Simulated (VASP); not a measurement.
# ZnS (F-43m) in VASP: notebook, part 2 of 2

VASP 6.6.1. Earlier steps stand in the parts before.

## 3. Born charges and dielectric tensor, LDA

Input file INCAR:

```
SYSTEM = ZnS
PREC = Accurate
ENCUT = 520
EDIFF = 1E-8
ISMEAR = 0
SIGMA = 0.02
LREAL = .FALSE.
LASPH = .TRUE.
NELM = 100
ALGO = Normal
ISIF = 2
LWAVE = .FALSE.
LCHARG = .FALSE.
LEPSILON = .TRUE.
IBRION = 8
NSW = 1
```

Input file KPOINTS:

```
regular mesh
0
G
  10 10 10
  0 0 0
```

Input file POSCAR:

```
ZnS                                     
1.0
    0.0000000000      2.6509237214      2.6509237214
    2.6509237214      0.0000000000      2.6509237214
    2.6509237214      2.6509237214      0.0000000000
  Zn              S             
     1     1
Direct
     0.2500000000000000    0.2500000000000000    0.2500000000000000
     0.0000000000000000    0.0000000000000000    0.0000000000000000
```

Potentials or basis: VASP PAW LDA potentials, release 64 (Zn, S).

The run is started by

```console
> cat potpaw_LDA.64/Zn/POTCAR potpaw_LDA.64/S/POTCAR > POTCAR
> mpirun -np 1 vasp_std > vasp.out
```

OUTCAR:

```text
SYSTEM = ZnS
   PREC = Accurate
   ENCUT = 520
   EDIFF = 1E-8
   ISMEAR = 0
   LREAL = .FALSE.
   LASPH = .TRUE.
   NELM = 100
   ISIF = 2
   LEPSILON = .TRUE.
   IBRION = 8
   NSW = 1

 ion  position               nearest neighbor table
   1  0.250  0.250  0.250-   2 2.30   2 2.30   2 2.30   2 2.30
   2  0.000  0.000  0.000-   1 2.30   1 2.30   1 2.30   1 2.30

  LATTYP: Found a face centered cubic cell.
 ALAT       =     5.3018474428

[... 713 lines left out ...]
      0.000000  0.000000  0.000000     0.000000   -0.739516   -0.348223
[... 21 lines left out ...]
   6 f/i=    0.026264 THz     0.165023 2PiTHz    0.876082 cm-1     0.108620 meV
             X         Y         Z           dx          dy          dz
      1.325462  1.325462  1.325462     0.795589    0.178018   -0.059077
      0.000000  0.000000  0.000000     0.560699    0.125460   -0.041635

--------------------------------------------------------------------------------------------------------

 MACROSCOPIC STATIC DIELECTRIC TENSOR IONIC CONTRIBUTION
 ------------------------------------------------------
           2.645951     0.000000     0.000000
           0.000000     2.645951    -0.000000
           0.000000    -0.000000     2.645951
 ------------------------------------------------------

 ELASTIC MODULI CONTR FROM IONIC RELAXATION (kBar)
 Direction    XX          YY          ZZ          XY          YZ          ZX
 --------------------------------------------------------------------------------
 XX          -0.0000     -0.0000      0.0000     -0.0000      0.0000     -0.0000
 YY          -0.0000     -0.0000     -0.0000     -0.0000     -0.0000     -0.0000
 ZZ           0.0000     -0.0000     -0.0000      0.0000     -0.0000     -0.0000
 XY          -0.0000     -0.0000      0.0000   -270.1810     -0.0000      0.0000
 YZ           0.0000     -0.0000     -0.0000     -0.0000   -270.1810     -0.0000
 ZX          -0.0000     -0.0000     -0.0000      0.0000     -0.0000   -270.1810
 --------------------------------------------------------------------------------

 PIEZOELECTRIC TENSOR IONIC CONTR  for field in x, y, z        (C/m^2)
          XX          YY          ZZ          XY          YZ          ZX
  --------------------------------------------------------------------------------
  x     0.00000    -0.00000    -0.00000    -0.00000    -0.79559    -0.00000
  y    -0.00000    -0.00000    -0.00000     0.00000    -0.00000    -0.79559
  z    -0.00000    -0.00000     0.00000    -0.79559    -0.00000     0.00000
```

stdout:

```text
POSCAR found type information on POSCAR ZnS
 POSCAR found :  2 types and       2 ions
 scaLAPACK will be used
 LDA part: xc-table for (Slater(with rela. corr.)+CA(PZ))
 , standard interpolation
 POSCAR, INCAR and KPOINTS ok, starting setup
 FFT: planning ... GRIDC
 FFT: planning ... GRID_SOFT
 FFT: planning ... GRID
[... 24 lines left out ...]
 Linear response to external field, progress :
  Direction:   3
 dielectric tensor                  component  3 :     0.818     0.968     6.150
 Linear response DOF=           2
 Linear response progress:
 first order change of Fermi-energy   0.24277E+00
 force on displaced ion       1 direction 1 :  -6.784   0.000   0.000
 Born effective charge ion    1 direction 1 :   1.914   0.000   0.000
 Linear response progress:
 first order change of Fermi-energy  -0.24251E+00
 force on displaced ion       2 direction 1 :  -6.698   0.000   0.000
 Born effective charge ion    2 direction 1 :  -1.918   0.000   0.000
 Born effective charges drift removed
 Linear response finished
```

Wall time 8.4 min (1 thread of Intel Xeon Platinum 8259CL at 2.50GHz (Skylake/Cascade Lake), shared host); peak memory 0.33 GiB.

What came out:

```yaml
Band_gap_on_the_k_mesh: 2.15 eV, direct
Electronic_dielectric_tensor_diagonal: 6.15
Born_charges_mean_of_the_diagonal: Zn +1.92; S -1.92 e
Highest_phonon_frequency_at_Γ_LO-TO_splitting_left_out: 292 cm⁻¹
```

Phonon frequencies in cm⁻¹ (negative: imaginary):
| q point | frequencies |
| --- | --- |
| (0.000, 0.000, 0.000) | -1 -1 -1 292 292 292 |

Electronic dielectric tensor:
```
6.15 0.00 0.00
0.00 6.15 0.00
0.00 0.00 6.15
```

Born effective charge tensors (e):
atom 1, Zn
```
1.92 0.00 0.00
0.00 1.92 0.00
0.00 0.00 1.92
```
atom 2, S
```
-1.92  0.00  0.00
 0.00 -1.92  0.00
 0.00  0.00 -1.92
```

## 4. How close it comes

Step 2. Against the measured gap of ZnS, 3.85 eV (direct; 19 K; quoted in “Electronic, vibrational, and thermodynamic properties of ZnS (zincblende and rocksalt structure)”, 2009, arxiv:0911.5022), the calculated 2.15 eV is off by -1.70 eV. The value is that of LDA, without temperature or zero-point motion. Semilocal functionals fall short of measured gaps as a rule.

Step 3. Measured gap of ZnS: 3.85 eV (direct; 19 K; quoted in “Electronic, vibrational, and thermodynamic properties of ZnS (zincblende and rocksalt structure)”, 2009, arxiv:0911.5022). This calculation gives 2.15 eV (-1.70 eV). The value is that of LDA, without temperature or zero-point motion. Semilocal functionals fall short of measured gaps as a rule. Measured high-frequency dielectric constant of ZnS: 5.14 (a printed reference work, monograph). This calculation gives 6.15 (+19.7 %).
